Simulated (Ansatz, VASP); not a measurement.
CuO: VASP beside Ansatz

```
Cu O
1.0
     0.18573   -2.12794   -2.00144
    -1.97849    0.10413   -1.91983
     2.33455    2.23918   -4.29984
Cu O
2 2
Direct
  0.45623 0.53069 0.48541
  0.97428 0.98587 0.02436
  0.80166 0.74472 0.73928
  0.26782 0.23873 0.25095
```

Change from the starting cell: all atoms moved at random, sigma 0.1 Å a component, cell strained at random, sigma 0.1; volume scaled by 0.94.

Alike in both runs: task single point; functional PBE; k mesh 10 × 10 × 5; occupations fermi-dirac, width 0.05 eV; no spin polarisation.

|  | VASP | Ansatz |
| --- | --- | --- |
| version | VASP 6.6.1 | Ansatz 0.2.0 |
| potentials or method | VASP PAW PBE potentials, release 64 (Cu, O) | JTH PAW |
| plane-wave cutoff (eV) | 520 | 1380 |
| valence electrons in the cell | 34 | 50 |

|  | VASP | Ansatz | Ansatz less VASP |
| --- | --- | --- | --- |
| gap on the k mesh at the Fermi level (eV) | none | none | - |
| pressure (GPa) | 7.6 | 7.4 | -0.19 |
| largest component of the traceless stress (GPa) | 8.00 | 7.97 | -0.032 |
| rms of the force components (eV/Å) | 0.876 | 0.862 | -0.0131 |

Atom by atom the forces differ by 0.017 eV/Å (rms over components). A gap of «none» marks a metal or a gap that the smearing closes. The functional is the same, so the differences come from potentials, cutoffs and numerics. The two sets of potentials don't hold the same shells in valence.

Caveats: the run has no spin polarisation, though such a crystal can be magnetic; semilocal functionals often make such compounds metallic where correlation or magnetic order opens a gap, which also shifts bond lengths; forces of over 1 eV/Å show positions far from the minimum, so gaps and moduli don't describe the material at rest.
